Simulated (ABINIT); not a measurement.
Input of an ABINIT 10.8.3 (patched build) run:

run.abi

```
ndtset 2

pp_dirpath "./"
pseudos "Au.GGA_PBE-JTH.xml, Cu.GGA_PBE-JTH.xml"

acell 3.74 3.74 3.74 Angstrom
rprim
     1.0000000000     0.0000000000     0.0000000000
     0.0000000000     1.0000000000     0.0000000000
     0.0000000000     0.0000000000     1.0000000000
ntypat 2
znucl 79 29
natom 4
typat 1 2 2 2
xred
     0.0000000000     0.0000000000     0.0000000000
     0.5000000000     0.5000000000     0.0000000000
     0.5000000000     0.0000000000     0.5000000000
     0.0000000000     0.5000000000     0.5000000000

ecut 707.496042 eV
pawecutdg 48.0

ixc 27

occopt 3
tsmear 0.05 eV

nstep 100

iomode 3
prtwf 0
prteig 0
prtebands 0
enunit 1
prtden1 1

kptopt1 1
ngkpt1 7 7 7
nshiftk1 1
shiftk1 0.0 0.0 0.0
nband1 41
tolvrs1 1.0e-9

iscf2 -2
getden2 1
nband2 47
nbdbuf2 4
tolwfr2 1.0e-11
kptopt2 -5
ndivsm2 6
prteig2 1
kptbounds2
     0.0000000000     0.0000000000     0.0000000000
     0.0000000000     0.5000000000     0.0000000000
     0.5000000000     0.5000000000     0.0000000000
     0.0000000000     0.0000000000     0.0000000000
     0.5000000000     0.5000000000     0.5000000000
     0.0000000000     0.5000000000     0.0000000000
```

Potentials or basis: JTH PAW PBE v2.0.

Launch:

```bash
$ abinit run.abi > log 2>&1
```

Problem. Predict the pressure.

Solution. 4.8 GPa.

Problem. What does it give for the band gap on the k mesh?

Solution. None (metal or under the smearing width).

Levels at the corners of the path, in eV from the Fermi level:
```csv
point,band 32,band 33,band 34,band 35,band 36,band 37
Γ,-1.44,-1.44,1.53,1.53,1.53,6.08
X,-1.92,-1.54,-1.44,6.08,6.08,6.73
M,-2.14,-0.44,-0.44,-0.39,0.33,8.78
Γ,-1.44,-1.44,1.53,1.53,1.53,6.08
R,-1.64,-1.03,-0.89,-0.89,-0.89,2.62
X,-1.92,-1.54,-1.44,6.08,6.08,6.73
```

Caveat: the PAW data sets were made with another functional, which shifts forces and pressure a little; spin-orbit coupling is left out, which moves the levels of the heavy elements.
